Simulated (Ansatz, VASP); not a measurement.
# KF in VASP and in Ansatz

```xyz
2
Lattice="0.0000 2.5973 2.5973 2.5973 0.0000 2.5973 2.5973 2.5973 0.0000" Properties=species:S:1:pos:R:3 pbc="T T T"
K     2.5973    2.5973    2.5973
F     0.0000    0.0000    0.0000
```

Alike in both runs: task single point; functional PBE; k mesh 8 × 8 × 8; occupations gaussian, width 0.02 eV; no spin polarisation.

```csv
,VASP,Ansatz
version,VASP 6.6.1,Ansatz 0.2.0
potentials or method,"VASP PAW PBE potentials, release 64 (K_sv, F)","scalar-relativistic, plane waves, PAW"
plane-wave cutoff (eV),520,420
valence electrons in the cell,16,16
```

Ansatz gave:

| Quantity | Value |
| --- | --- |
| gap on the k mesh at the Fermi level (eV) | 6.65 |
| least direct gap on the mesh (eV) | 6.65 |
| pressure (GPa) | 5.0 |

Q: Which values does VASP return?

A: gap on the k mesh at the Fermi level (eV): 6.63; least direct gap on the mesh (eV): 6.63; pressure (GPa): 5.2.

The functional is the same, so the differences come from potentials, cutoffs and numerics.

A k mesh can miss the band edges.
